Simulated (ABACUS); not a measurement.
Write the native input for ABACUS 3.10.1 that does the following.

```yaml
Task: band structure
Functional: r2SCAN
Potentials_or_basis: SG15 ONCV 1.2 PBE
Cutoff: 1415 eV
Density_cutoff: 5660 eV
Basis: plane waves
Occupations: fermi-dirac, width 0.05 eV
Spin: collinear spin, ferromagnetic start
Starting_moments: "[3.0, 3.0] μB"
Radial_cutoff_of_the_potentials_pseudo_rcut: 10 bohr
Threshold_of_the_eigensolver: 1e-07 Ry
Density: read from an earlier self-consistent run
Path: G-M-K-G-A-L-H-A, L-M, K-H
Points_for_each_segment_of_the_path: 10
SCF_threshold_on_the_density: 1e-08
Max_SCF_steps: 100
Eigensolver: dav
Mixing: broyden
Mixing_share: 0.4
Symmetry_key: -1
```

The system is Fe.

```
Fe
1.0
     2.43416    0.00000    0.00000
    -1.21708    2.10804    0.00000
     0.00000    0.00000    3.84193
Fe
2
Cartesian
  1.2171 0.7027 2.8815
  0.0000 1.4054 0.9605
```

This isn't the form of Fe at room conditions, which is bcc.

The input as run:

INPUT

```
INPUT_PARAMETERS
suffix              Fe
calculation         nscf
basis_type          pw
pseudo_dir          ./
symmetry            -1
dft_functional      MGGA_X_R2SCAN+MGGA_C_R2SCAN
ecutwfc             104.0
pseudo_rcut         10
nspin               2
nbands              29
ks_solver           dav
smearing_method     fd
smearing_sigma      0.00367493
scf_thr             1e-08
scf_nmax            100
mixing_type         broyden
mixing_beta         0.4
mixing_tau          1
init_chg            file
pw_diag_thr         1e-07
out_band            1
kpar                4
```

STRU

```
ATOMIC_SPECIES
Fe 55.8450 Fe_ONCV_PBE-1.2.upf

LATTICE_CONSTANT
4.5998911804

LATTICE_VECTORS
1.0000000000 0.0000000000 0.0000000000
-0.5000000000 0.8660254038 0.0000000000
0.0000000000 0.0000000000 1.5783425417

ATOMIC_POSITIONS
Cartesian

Fe
0.0
2
0.5000000000 0.2886751346 1.1837569063 1 1 1 mag 3
-0.0000000001 0.5773502692 0.3945856354 1 1 1 mag 3
```

KPT

```
K_POINTS
12
Line
0.00000000 0.00000000 0.00000000 10 // G
0.50000000 0.00000000 0.00000000 10 // M
0.33333333 0.33333333 0.00000000 10 // K
0.00000000 0.00000000 0.00000000 10 // G
0.00000000 0.00000000 0.50000000 10 // A
0.50000000 0.00000000 0.50000000 10 // L
0.33333333 0.33333333 0.50000000 10 // H
0.00000000 0.00000000 0.50000000 1 // A
0.50000000 0.00000000 0.50000000 10 // L
0.50000000 0.00000000 0.00000000 1 // M
0.33333333 0.33333333 0.00000000 10 // K
0.33333333 0.33333333 0.50000000 1 // H
```

Potentials or basis: SG15 ONCV 1.2 PBE, plane waves.

The run is started by

```console
$ OMP_NUM_THREADS=1 mpirun -np 4 abacus > log
```

Run time: 2 min on 4 MPI ranks on Intel(R) Xeon(R) Platinum 8259CL CPU @ 2.50GHz (Skylake/Cascade Lake), on a shared host, peak memory 0.52 GiB a rank.
